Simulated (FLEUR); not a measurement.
# Sn (Immm) in FLEUR: a series of runs, part 2 of 2

FLEUR MaX-R8.1 (later development tree). The steps go on from the part before.

### 5 Equation of state, LDA, 28.67 Å³/atom

Contents of inp.xml:

```xml
<?xml version="1.0" encoding="UTF-8" standalone="no"?>
<fleurInput fleurInputVersion="0.39">
   <comment>
      Sn                                                                                                  
   </comment>
   <calculationSetup>
      <cutoffs Kmax="4.1" Gmax="12.7" GmaxXC="12.7" numbands="0"/>
      <scfLoop itmax="60" minDistance="0.00001" maxIterBroyd="15" imix="Anderson" alpha="0.05" precondParam="0.0" spinf="2.0" sdNocoIR="T"/>
      <coreElectrons ctail="T" frcor="F" kcrel="0" coretail_lmax="0"/>
      <xcFunctional name="vwn" relativisticCorrections="F"/>
      <magnetism jspins="1"/>
      <soc l_soc="F" theta="0.0" phi="0.0" spav="F"/>
      <expertModes spex="0" secvar="F"/>
      <geometryOptimization l_f="F" forcealpha="1.0" forcemix="BFGS" epsdisp="0.00001" epsforce="0.00001"/>
      <ldaU l_linMix="F" mixParam="0.05" spinf="1.0"/>
   </calculationSetup>
   <cell>
      <bzIntegration valenceElectrons="22.0" mode="hist" fermiSmearingEnergy="0.00183747">
         <kPointListSelection listName="default-1"/>
         <!-- k-points included here -->
         <xi:include xmlns:xi="http://www.w3.org/2001/XInclude" href="kpts.xml"> </xi:include>
      </bzIntegration>
      <!-- symmetry operations included here -->
      <xi:include xmlns:xi="http://www.w3.org/2001/XInclude" href="sym.xml"> </xi:include>
      <bulkLattice scale="1.0000000000">
         <bravaisMatrix>
            <row-1>   -3.2626858534407592     3.3552975513551559     4.4188259656494129</row-1>
            <row-2>    3.2626858534407592    -3.3552975513551559     4.4188259656494129</row-2>
            <row-3>    3.2626858534407592     3.3552975513551559    -4.4188259656494129</row-3>
         </bravaisMatrix>
      </bulkLattice>
   </cell>
   <atomSpecies>
      <species name="Tin (Sn)" element="Sn" atomicNumber="50">
         <mtSphere radius="2.66" gridPoints="879" logIncrement="0.015"/>
         <atomicCutoffs lmax="10" lnonsphr="10"/>
         <electronConfig flipSpins="F">
            <coreConfig>(1s1/2) (2s1/2) (2p1/2) (2p3/2) (3s1/2) (3p1/2) (3p3/2) (3d3/2) (3d5/2)</coreConfig>
            <valenceConfig>(4s1/2) (4p1/2) (4p3/2) (5s1/2) (4d3/2) (4d5/2) (5p1/2) (5p3/2)</valenceConfig>
            <stateOccupation state="(5p1/2)" spinUp="0.333333" spinDown="0.333333"/>
            <stateOccupation state="(5p3/2)" spinUp="0.666667" spinDown="0.666667"/>
         </electronConfig>
         <energyParameters s="5" p="5" d="4" f="4"/>
         <lo type="SCLO" l="0" n="4" eDeriv="0"/>
         <lo type="SCLO" l="1" n="4" eDeriv="0"/>
         <lo type="SCLO" l="1" n="4" eDeriv="1"/>
         <lo type="SCLO" l="2" n="4" eDeriv="2"/>
         <lo type="SCLO" l="3" n="4" eDeriv="2"/>
      </species>
   </atomSpecies>
   <atomGroups>
      <atomGroup species="Tin (Sn)">
         <relPos label="                   1">.0000000000 .0000000000 .0000000000</relPos>
         <force calculate="T" relaxXYZ="TTT"/>
      </atomGroup>
   </atomGroups>
   <output dos="F" band="F" slice="F">
      <checks vchk="F" cdinf="F"/>
      <bandDOS minEnergy="-.5*Htr" maxEnergy="0.5*Htr" sigma="0.015" storeEVData="T"/>
      <vacuumDOS vacdos="F" integ="F" star="F" nstars="0" locx1="0.0" locy1="0.0" locx2="0.0" locy2="0.0" nstm="0" tworkf="0.0"/>
      <unfoldingBand unfoldBand="F" supercellX="1" supercellY="1" supercellZ="1"/>
      <plotting iplot="0" polar="F">
         <plot TwoD="T" vec1="  1.0  0.0  0.0" vec2="  0.0  1.0  0.0" vec3="  0.0  0.0  1.0" zero="  0.0  0.0  0.0" file="plot"/>
      </plotting>
      <chargeDensitySlicing numkpt="0" minEigenval="0.0" maxEigenval="0.0" nnne="0" pallst="F"/>
      <specialOutput eonly="F"/>
      <moessbauerParams electricFieldGradient="T" isomerShift="T" coreHyperfine="T" valenceHyperfine="T"/>
      <magneticCircularDichroism mcd="F" energyLo="-10.0" energyUp="0.0"/>
   </output>
  <!-- We include the file relax.xml here to enable relaxations (see documentation) -->
  <xi:include xmlns:xi="http://www.w3.org/2001/XInclude" href="relax.xml"> <xi:fallback/> </xi:include>
</fleurInput>
```

On the command line:

```bash
$ inpgen -f crystal.txt -profile fastHighL
$ # inp.xml edited to the form shown
$ fleur_MPI
```

It took 62 s on 1 thread of Arm Neoverse V2, shared host; peak memory 0.09 GiB.

It converged, with:

```yaml
Free_energy: -167997.3706 eV
Band_gap_on_the_k_mesh: none (metal or under the smearing width)
Valence_electrons_inside_the_program's_atomic_spheres: Sn 20.17 (radii Sn 2.66 bohr)
```

### 6 Equation of state, LDA, 29.82 Å³/atom (volume scaled by 1.04)

inp.xml: that of step 5 with these lines changed.

```diff
@@ -24,3 +24,3 @@
       <xi:include xmlns:xi="http://www.w3.org/2001/XInclude" href="sym.xml"> </xi:include>
-      <bulkLattice scale="1.0000000000">
+      <bulkLattice scale="1.0131594038">
          <bravaisMatrix>
```

Potentials or basis: all-electron, FLAPW.

On the command line:

```bash
$ inpgen -f crystal.txt -profile fastHighL
$ # inp.xml edited to the form shown
$ fleur_MPI
```

Wall time 65 s (1 thread of Arm Neoverse V2, shared host); peak memory 0.09 GiB.

The run converged. Its results:

| Property | Result |
| --- | --- |
| Free energy | -167997.3314 eV |
| Band gap on the k mesh | none (metal or under the smearing width) |
| Valence electrons inside the program's atomic spheres | Sn 20.14 (radii Sn 2.66 bohr) |

### 7 Equation of state, LDA, 30.39 Å³/atom (volume scaled by 1.06)

inp.xml: that of step 6 with these lines changed.

```diff
@@ -24,3 +24,3 @@
       <xi:include xmlns:xi="http://www.w3.org/2001/XInclude" href="sym.xml"> </xi:include>
-      <bulkLattice scale="1.0131594038">
+      <bulkLattice scale="1.0196128224">
          <bravaisMatrix>
```

On the command line:

```bash
$ inpgen -f crystal.txt -profile fastHighL
$ # inp.xml edited to the form shown
$ fleur_MPI
```

It took 66 s on 1 thread of Arm Neoverse V2, shared host; peak memory 0.09 GiB.

It converged, with:

| Quantity | Value |
| --- | --- |
| Free energy | -167997.3087 eV |
| Band gap on the k mesh | none (metal or under the smearing width) |
| Valence electrons inside the program's atomic spheres | Sn 20.13 (radii Sn 2.66 bohr) |

### 8 Equation of state, LDA

Potentials or basis: all-electron, FLAPW.

No new run: the results of the series are fitted here.

Results:

```yaml
Equilibrium_volume: "25.90 Å³/atom (rough: see the caveat)"
Bulk_modulus_at_fixed_shape_and_positions: 60 GPa (rough)
```

Energy against volume, from the lowest point:
```tsv
volume (Å³/atom)	energy (meV/atom)
26.953	0.00
27.526	9.61
28.673	38.46
29.820	77.67
30.394	100.39
```

Caveat: the minimum lies outside the volumes run; the cell was scaled at fixed shape and fractional positions, which overstates the stiffness of a crystal with free parameters, most of all of layers and chains.
